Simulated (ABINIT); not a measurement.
# InP (F-43m): G0W0 in ABINIT against the screening cutoff in the self-energy

How does the gap of InP (F-43m) converge in the screening cutoff in the self-energy?

Method: PBE and many-body steps on it, plane waves, in ABINIT 10.8.3.

The database entry behind the starting cell differs from later determinations by our own check (0.1 to 0.3 % short, probably kX units), so it need not match the best structure at ambient conditions.

### Step 1. Starting point

It takes space group F-43m (No. 216, cubic). The conventional cell has a = 5.861 Å, b = 5.861 Å, c = 5.861 Å, α = 90.00°, β = 90.00°, γ = 90.00°. Nearest to In lie 4 P at 2.54 Å. P has 4 In at 2.54 Å nearest. Farther neighbours are not listed.

The cell and positions come from the Crystallography Open Database and are kept as given unless a step says otherwise.

### Step 2. Screening, 4×4×4 mesh, 90 bands, screening to 176.9 eV

This step: ABINIT 10.8.3; RPA screening on PBE, plane waves, norm-conserving pseudopotentials.

The RPA dielectric matrix is built and inverted for each q.

File run.abi:

```
acell 3*1.0 Angstrom
rprim 
  -0.000000000000 2.930500000000 2.930500000000
  2.930500000000 -0.000000000000 2.930500000000
  2.930500000000 2.930500000000 -0.000000000000
ntypat 2
znucl 49 15
natom 2
typat 1 2
xred 
  0.000000000000 0.000000000000 0.000000000000
  0.250000000000 0.250000000000 0.250000000000
pp_dirpath "pseudos"
pseudos "In.upf, P.upf"
ecut 31
ngkpt 4 4 4
nshiftk 1
shiftk 0 0 0
kptopt 1
chksymbreak 0
istwfk *1
occopt 1
irdwfk 1
optdriver 3
nband 90
ecuteps 6.5
inclvkb 2
awtr 1
symchi 1
indata_prefix "in"
outdata_prefix "out"
tmpdata_prefix "tmp"
```

The run is started by

```
OMP_NUM_THREADS=1 mpirun -n 4 abinit run.abi > log
```

Log:

```text
.Version 10.8.3 of ABINIT. v10.8.2 released Aug 2026.

 Symmetries : space group F-4 3 m (#216); Bravais cF (face-center cubic)
[... echo of the input left out ...]
== DATASET  1 ==================================================================
-   mpi_nproc: 4, omp_nthreads: 1 (-1 if OMP is not activated)

--- !DatasetInfo
iteration_state: {dtset: 1, }
dimensions: {natom: 2, nkpt: 8, mband: 90, nsppol: 1, nspinor: 1, nspden: 1, mpw: 2826, }
cutoff_energies: {ecut:  31.0, pawecutdg:  -1.0, }
electrons: {nelect:   1.80000000E+01, charge:   0.00000000E+00, occopt:   1.00000000E+00, tsmear:   1.00000000E-02, }

 SCREENING: Calculation of the susceptibility and dielectric matrices

 Based on a program developped by R.W. Godby, V. Olevano, G. Onida, and L. Reining.
 Incorporated in ABINIT by V. Olevano, G.-M. Rignanese, and M. Torrent.
.Using double precision arithmetic ; gwpc =  8

[... cell and pseudopotentials left out ...]
--------------------------------------------------------------------------------

 ==== K-mesh for the wavefunctions ====
 Number of points in the irreducible wedge :     8
[... list of points left out ...]
 Together with 24 symmetry operations and time-reversal symmetry
 yields    64 points in the full Brillouin Zone.

 ==== Q-mesh for the screening function ====
 Number of points in the irreducible wedge :     8
[... list of points left out ...]
 Together with 24 symmetry operations and time-reversal symmetry
 yields    64 points in the full Brillouin Zone.

 setmesh: FFT mesh size selected  =    30x   30x   30
          total number of points  =        27000

 vcoul_init : cutoff-mode = AUXILIARY_FUNCTION
 q-points for optical limit:   1
     1)      0.000010    0.000020    0.000030

- screening: taking advantage of time-reversal symmetry
- Maximum band index for partially occupied states nbvw = 9
- Remaining bands to be divided among processors   nbcw = 81
- Number of bands treated by each node ~20

 Number of electrons calculated from density =   18.0000; Expected =   18.0000
 average of density, n =  0.052993
 r_s =    1.6516
 omega_plasma =   22.2058 [eV]

 calculating chi0 at frequencies [eV] :
  1    0.000000E+00    0.000000E+00
  2    0.000000E+00    2.220578E+01

--------------------------------------------------------------------------------
  q-point number  1        q = ( 0.000000, 0.000000, 0.000000) [r.l.u.]
--------------------------------------------------------------------------------
[... chi0 elements left out ...]
 For q-point:  0.000010 0.000020 0.000030
  dielectric constant =  42.7750
  dielectric constant without local fields =  45.2027

  Average fulfillment of the sum rule on Im[epsilon] for q-point    1 :     78.54  [%]
[... wings left out ...]
  q-point number  2        q = ( 0.250000, 0.000000, 0.000000) [r.l.u.]
--------------------------------------------------------------------------------
[... chi0 elements left out ...]
  Average fulfillment of the sum rule on Im[epsilon] for q-point    2 :    102.82  [%]

 [... 6 further q-points ...]
```

Elapsed: 25 s, on 4 MPI ranks of Arm Neoverse V1, shared host; peak memory 0.74 GiB.

Numbers from this step:

* ε∞ with local fields, on this mesh, along the program's q direction: 42.77
* the same without local fields: 45.20
* plasma frequency: 22.21 eV
* plane waves in the screening matrix: 283

Local fields lower ε∞ by 5 %. On a Γ-centred mesh this coarse the value itself is usually too large, while a short band sum pulls it down.

### Step 3. 0.7 Ha

This step: G0W0 on PBE, plane waves, norm-conserving pseudopotentials.

Edit run.abi of step 2 so:

```diff
@@ -23,8 +23,15 @@
 irdwfk 1
-optdriver 3
+optdriver 4
 nband 90
-ecuteps 6.5
-inclvkb 2
-awtr 1
-symchi 1
+gwcalctyp 0
+ecutsigx 31
+symsigma 1
+nkptgw 1
+kptgw 
+  0.0000000000 0.0000000000 0.0000000000
+bdgw 
+  7 13
+ecuteps 0.7
+irdscr 1
+ppmodel 1
 indata_prefix "in"
```

Log:

```text
.Version 10.8.3 of ABINIT. v10.8.2 released Aug 2026.

 Symmetries : space group F-4 3 m (#216); Bravais cF (face-center cubic)
[... echo of the input left out ...]
== DATASET  1 ==================================================================
-   mpi_nproc: 4, omp_nthreads: 1 (-1 if OMP is not activated)

--- !DatasetInfo
iteration_state: {dtset: 1, }
dimensions: {natom: 2, nkpt: 8, mband: 90, nsppol: 1, nspinor: 1, nspden: 1, mpw: 2826, }
cutoff_energies: {ecut:  31.0, pawecutdg:  -1.0, }
electrons: {nelect:   1.80000000E+01, charge:   0.00000000E+00, occopt:   1.00000000E+00, tsmear:   1.00000000E-02, }

 SIGMA: Calculation of the GW corrections

 Based on a program developped by R.W. Godby, V. Olevano, G. Onida, and L. Reining.
 Incorporated in ABINIT by V. Olevano, G.-M. Rignanese, and M. Torrent.
.Using double precision arithmetic ; gwpc =  8

[... cell and pseudopotentials left out ...]
--------------------------------------------------------------------------------

 ==== K-mesh for the wavefunctions ====
 Number of points in the irreducible wedge :     8
[... list of points left out ...]
 Together with 24 symmetry operations and time-reversal symmetry
 yields    64 points in the full Brillouin Zone.

 ==== Q-mesh for screening function ====
 Number of points in the irreducible wedge :     8
[... list of points left out ...]
 Together with 24 symmetry operations and time-reversal symmetry
 yields    64 points in the full Brillouin Zone.

 vcoul_init : cutoff-mode = AUXILIARY_FUNCTION
 q-points for optical limit:   1
     1)      0.000010    0.000020    0.000030
 setmesh: FFT mesh size selected  =    40x   40x   40
          total number of points  =        64000

 Number of electrons calculated from density =   18.0000; Expected =   18.0000
 average of density, n =  0.052993
 r_s =    1.6516
 omega_plasma =   22.2058 [eV]

 === KS Band Gaps ===
  >>>> For spin  1
   Minimum direct gap =   0.7094 [eV], located at k-point      :   0.0000  0.0000  0.0000
   Fundamental gap    =   0.7094 [eV], Top of valence bands at :   0.0000  0.0000  0.0000
                                       Bottom of conduction at :   0.0000  0.0000  0.0000
 SIGMA fundamental parameters:
 PLASMON POLE MODEL  1
 number of plane-waves for SigmaX                 2741
 number of plane-waves for SigmaC and W             15
 number of plane-waves for wavefunctions          2741
 number of bands                                    90
 number of independent spin polarizations            1
 number of spinorial components                      1
 number of k-points in IBZ                           8
 number of q-points in IBZ                           8
 number of symmetry operations                      24
 number of k-points in BZ                           64
 number of q-points in BZ                           64
 number of frequencies for dSigma/dE                 9
 frequency step for dSigma/dE [eV]                0.25
 number of omega for Sigma on real axis              0
 max omega for Sigma on real axis  [eV]           0.00
 zcut for avoiding poles [eV]                     0.10

 EPSILON^-1 parameters (SCR file):
 dimension of the eps^-1 matrix on file            283
 dimension of the eps^-1 matrix used                15
 number of plane-waves for wavefunctions          2741
 number of bands                                    90
 number of q-points in IBZ                           8
 number of frequencies                               2
 number of real frequencies                          1
 number of imag frequencies                          1

 matrix elements of self-energy operator (all in [eV])

 Perturbative Calculation

--- !SelfEnergy_ee
iteration_state: {dtset: 1, }
kpoint     : [   0.000,    0.000,    0.000, ]
spin       : 1
KS_gap     :    0.709
QP_gap     :    0.825
Delta_QP_KS:    0.115
data: !SigmaeeData |
     Band     E0 <VxcDFT>   SigX SigC(E0)      Z dSigC/dE  Sig(E)    E-E0       E
        7   4.474 -12.528 -14.199   1.951   0.795  -0.259 -12.305   0.223   4.697
        8   4.474 -12.528 -14.199   1.951   0.795  -0.259 -12.305   0.223   4.697
        9   4.474 -12.528 -14.199   1.951   0.795  -0.259 -12.305   0.223   4.697
       10   5.183 -11.291  -7.493  -3.378   0.806  -0.241 -10.953   0.338   5.521
       11   8.562 -10.216  -6.368  -3.611   0.801  -0.248 -10.026   0.190   8.752
       12   8.562 -10.216  -6.368  -3.611   0.801  -0.248 -10.026   0.190   8.752
       13   8.562 -10.216  -6.368  -3.611   0.801  -0.248 -10.026   0.190   8.752

== END DATASET(S) ==============================================================
================================================================================

 -outvars: echo values of variables after computation  --------
           etotal      0.0000000000E+00
            nband          90
             nkpt           8
          spgroup         216
 [... the other variables as echoed above ...]

 Calculation completed.
```

Run time: 2.9 s. Hardware: 4 MPI ranks; peak memory 0.14 GiB; 11 s of CPU time.

Numbers from this step:

| Property | Result |
| --- | --- |
| G0W0 gap on the points computed | 0.8240 eV |
| starting gap on the mesh | 0.7094 eV |
| k of the valence top | 0, 0, 0 |
| k of the conduction bottom | 0, 0, 0 |
| Z at the valence top | 0.795 |
| Z at the conduction bottom | 0.806 |
| least direct G0W0 gap on the computed points | 0.8240 eV |

### Step 4. 1.3 Ha

Edit run.abi of step 3 so:

```diff
@@ -33,3 +33,3 @@
   7 13
-ecuteps 0.7
+ecuteps 1.3
 irdscr 1
```

Log:

```text
.Version 10.8.3 of ABINIT. v10.8.2 released Aug 2026.

 Symmetries : space group F-4 3 m (#216); Bravais cF (face-center cubic)
[... echo of the input left out ...]
== DATASET  1 ==================================================================
-   mpi_nproc: 4, omp_nthreads: 1 (-1 if OMP is not activated)

--- !DatasetInfo
iteration_state: {dtset: 1, }
dimensions: {natom: 2, nkpt: 8, mband: 90, nsppol: 1, nspinor: 1, nspden: 1, mpw: 2826, }
cutoff_energies: {ecut:  31.0, pawecutdg:  -1.0, }
electrons: {nelect:   1.80000000E+01, charge:   0.00000000E+00, occopt:   1.00000000E+00, tsmear:   1.00000000E-02, }

 SIGMA: Calculation of the GW corrections

 Based on a program developped by R.W. Godby, V. Olevano, G. Onida, and L. Reining.
 Incorporated in ABINIT by V. Olevano, G.-M. Rignanese, and M. Torrent.
.Using double precision arithmetic ; gwpc =  8

[... cell and pseudopotentials left out ...]
--------------------------------------------------------------------------------

 ==== K-mesh for the wavefunctions ====
 Number of points in the irreducible wedge :     8
[... list of points left out ...]
 Together with 24 symmetry operations and time-reversal symmetry
 yields    64 points in the full Brillouin Zone.

 ==== Q-mesh for screening function ====
 Number of points in the irreducible wedge :     8
[... list of points left out ...]
 Together with 24 symmetry operations and time-reversal symmetry
 yields    64 points in the full Brillouin Zone.

 vcoul_init : cutoff-mode = AUXILIARY_FUNCTION
 q-points for optical limit:   1
     1)      0.000010    0.000020    0.000030
 setmesh: FFT mesh size selected  =    40x   40x   40
          total number of points  =        64000

 Number of electrons calculated from density =   18.0000; Expected =   18.0000
[...]
number of q-points in BZ                           64
 number of frequencies for dSigma/dE                 9
 frequency step for dSigma/dE [eV]                0.25
 number of omega for Sigma on real axis              0
 max omega for Sigma on real axis  [eV]           0.00
 zcut for avoiding poles [eV]                     0.10

 EPSILON^-1 parameters (SCR file):
 dimension of the eps^-1 matrix on file            283
 dimension of the eps^-1 matrix used                27
 number of plane-waves for wavefunctions          2741
 number of bands                                    90
 number of q-points in IBZ                           8
 number of frequencies                               2
 number of real frequencies                          1
 number of imag frequencies                          1

 matrix elements of self-energy operator (all in [eV])

 Perturbative Calculation

--- !SelfEnergy_ee
iteration_state: {dtset: 1, }
kpoint     : [   0.000,    0.000,    0.000, ]
spin       : 1
KS_gap     :    0.709
QP_gap     :    0.887
Delta_QP_KS:    0.178
data: !SigmaeeData |
     Band     E0 <VxcDFT>   SigX SigC(E0)      Z dSigC/dE  Sig(E)    E-E0       E
        7   4.474 -12.528 -14.199   1.786   0.787  -0.271 -12.437   0.091   4.565
        8   4.474 -12.528 -14.199   1.786   0.787  -0.271 -12.437   0.091   4.565
        9   4.474 -12.528 -14.199   1.786   0.787  -0.271 -12.437   0.091   4.565
       10   5.183 -11.291  -7.493  -3.461   0.799  -0.252 -11.022   0.269   5.452
       11   8.562 -10.216  -6.368  -3.741   0.796  -0.256 -10.131   0.085   8.647
       12   8.562 -10.216  -6.368  -3.741   0.796  -0.256 -10.131   0.085   8.647
       13   8.562 -10.216  -6.368  -3.741   0.796  -0.256 -10.131   0.085   8.647

== END DATASET(S) ==============================================================
================================================================================

 -outvars: echo values of variables after computation  --------
           etotal      0.0000000000E+00
            nband          90
             nkpt           8
          spgroup         216
 [... the other variables as echoed above ...]

 Calculation completed.
```

Elapsed: 2.9 s, on 4 MPI ranks; peak memory 0.14 GiB; 11 s of CPU time.

This step gave:

```
G0W0 gap on the points computed              : 0.8870 eV
starting gap on the mesh                     : 0.7094 eV
k of the valence top                         : 0, 0, 0
k of the conduction bottom                   : 0, 0, 0
Z at the valence top                         : 0.787
Z at the conduction bottom                   : 0.799
least direct G0W0 gap on the computed points : 0.8870 eV
```

### Step 5. 2.3 Ha

The self-energy is evaluated for the states that the input lists, and the levels follow from it, in one-shot runs by the linearised quasiparticle equation.

Edit run.abi of step 4 so:

```diff
@@ -33,3 +33,3 @@
   7 13
-ecuteps 1.3
+ecuteps 2.3
 irdscr 1
```

Log:

```text
.Version 10.8.3 of ABINIT. v10.8.2 released Aug 2026.

 Symmetries : space group F-4 3 m (#216); Bravais cF (face-center cubic)
[... echo of the input left out ...]
== DATASET  1 ==================================================================
-   mpi_nproc: 4, omp_nthreads: 1 (-1 if OMP is not activated)

--- !DatasetInfo
iteration_state: {dtset: 1, }
dimensions: {natom: 2, nkpt: 8, mband: 90, nsppol: 1, nspinor: 1, nspden: 1, mpw: 2826, }
cutoff_energies: {ecut:  31.0, pawecutdg:  -1.0, }
[...]
11   8.562 -10.216  -6.368  -3.904   0.791  -0.265 -10.260  -0.044   8.518
       12   8.562 -10.216  -6.368  -3.904   0.791  -0.265 -10.260  -0.044   8.518
       13   8.562 -10.216  -6.368  -3.904   0.791  -0.265 -10.260  -0.044   8.518

== END DATASET(S) ==============================================================
================================================================================

 -outvars: echo values of variables after computation  --------
           etotal      0.0000000000E+00
            nband          90
             nkpt           8
          spgroup         216
 [... the other variables as echoed above ...]

 Calculation completed.
```

It took 3 s on 4 MPI ranks; peak memory 0.36 GiB; 12 s of CPU time.

Numbers from this step:

```yaml
g0w0_gap_on_the_points_computed: 0.9970 eV
starting_gap_on_the_mesh: 0.7094 eV
k_of_the_valence_top: 0, 0, 0
k_of_the_conduction_bottom: 0, 0, 0
least_direct_g0w0_gap_on_the_computed_points: 0.9970 eV
```

The gap on the mesh goes from 0.71 eV to 1.00 eV, a correction of +0.29 eV.

[end of part 1 of 2]

[Paths, hosts, dates, memory and timing lines, banners, echoed tables and standing remarks are left out of the program output.]

[Logs are printed without paths, hosts, clocks, repeated set-up lines and the standing remarks that a program may print on its own settings, such as how far it seeks lower states.]

[Runs of the session that timed out or met a known fault of the program may be left out.]

[Hosts, paths, dates, database ids (printed as entryN), source tags and the programs' standing remarks are cut or masked in the printed files.]

[G0W0 gaps are taken among the corrected bands and points alone; a level outside them can change the order at an edge.]

[Where Ansatz stands beside ABINIT at settings called matched, ABINIT's density can come from a denser mesh and the files from another edition; pairs whose starting gaps differed by over 0.03 eV were left out, so agreement reads better than it is.]
